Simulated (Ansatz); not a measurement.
The system is As.

```xyz
2
Lattice="1.8808 1.0859 3.5141 -1.8808 1.0859 3.5141 0.0000 -2.1718 3.5141" Properties=species:S:1:pos:R:3 pbc="T T T"
As    0.0000    0.0000    2.3825
As    0.0000    0.0000    8.1597
```

| Property | Result |
| --- | --- |
| Program | Ansatz 0.2.0 |
| Task | relaxation of cell and atoms |
| Functional | PBEsol |
| Dispersion | D3(BJ) |
| Potentials or basis | Ansatz PAW |
| Cutoff | 420 eV (not typed: the program's choice for these potentials) |
| k mesh | 9 × 9 × 9 |
| Occupations | fermi-dirac, width 0.05 eV |
| Spin | no spin polarisation |

At the start: volume 21.53 Å³/atom.

Q: Where does the relaxation end?

A: It ends after 6 steps and the volume is 19.81 Å³/atom (-8.0 %); space group R-3m (No. 166, to 0.05 Å).

The path:
| step | energy change (eV) | largest force (eV/Å) | volume (Å³) |
| --- | --- | --- | --- |
| 1 | 0.0000 | 0.3658 | 43.06 |
| 2 | -0.0382 | 0.1852 | 38.78 |
| 3 | -0.0586 | 0.0945 | 39.66 |
| 4 | -0.0613 | 0.0409 | 39.54 |
| 5 | -0.0623 | 0.0029 | 39.62 |
| 6 | -0.0618 | 0.0030 | 39.62 |

Final structure:
```
As
1.0
     1.87252    1.08110    3.26174
    -1.87252    1.08110    3.26174
     0.00000   -2.16220    3.26174
As
2
Cartesian
  0.0000 0.0000 2.2736
  0.0000 0.0000 7.5117
```

Caveat: the plane-wave basis is chosen anew once the cell has moved, so the energies of steps on either side of that aren't comparable; pairwise dispersion overbinds metals, which lowers pressure and volume; the PAW data sets come from PBE, with cores solved anew for the run's functional, which leaves a small shift of forces and pressure.
